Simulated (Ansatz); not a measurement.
**Straining SiNi2**

All numbers below come from Ansatz 0.2.0, DFT PBE, scalar-relativistic, plane waves, PAW. (420 eV cutoff, 12×12×8 k-mesh, Gaussian smearing of 0.10 eV, no spin polarisation)

The relaxed crystal:

```yaml
crystal:
  lattice:
    - [3.91193, 0.00000, 0.00000]
    - [-1.95596, 3.38783, 0.00000]
    - [0.00000, 0.00000, 4.99145]
  atoms:
    - { symbol: Si, position: [0.33333, 0.66667, 0.75000] }
    - { symbol: Si, position: [0.66667, 0.33333, 0.25000] }
    - { symbol: Ni, position: [0.00000, 0.00000, 0.00000] }
    - { symbol: Ni, position: [0.00000, 0.00000, 0.50000] }
    - { symbol: Ni, position: [0.33333, 0.66667, 0.25000] }
    - { symbol: Ni, position: [0.66667, 0.33333, 0.75000] }
```

Deformation: biaxial strain in the a-b plane, with the length and tilt of c and the atoms relaxed, all within the symmetry that the strain leaves. Energies are extrapolated to zero smearing. Stress is positive in compression, on the Cartesian axes of the cell above.

```tsv
strain (%)	ΔE (meV/atom)	a (Å)	b (Å)	c (Å)	σxx (GPa)	σyy (GPa)	σzz (GPa)
-6.0	?	3.677	3.677	?	?	?	?
-4.0	54.8	3.755	3.755	5.173	20.83	20.83	0.00
-2.0	13.2	3.834	3.834	5.070	9.84	9.84	0.01
+0.0	0.0	3.912	3.912	4.991	0.00	0.00	-0.01
+2.0	12.1	3.990	3.990	4.930	-8.48	-8.48	0.00
+4.0	?	4.068	4.068	?	?	?	?
+6.0	98.0	4.147	4.147	4.839	-21.23	-21.23	0.00
```

Q: Fill in the row at -6.0 %.

A: ΔE 128.7 meV/atom; c 5.295 Å; σxx 33.29 GPa; σyy 33.29 GPa; σzz 0.00 GPa.

Q: Fill in the row at +4.0 %.

A: ΔE 45.9 meV/atom; c 4.880 Å; σxx -15.54 GPa; σyy -15.54 GPa; σzz 0.00 GPa.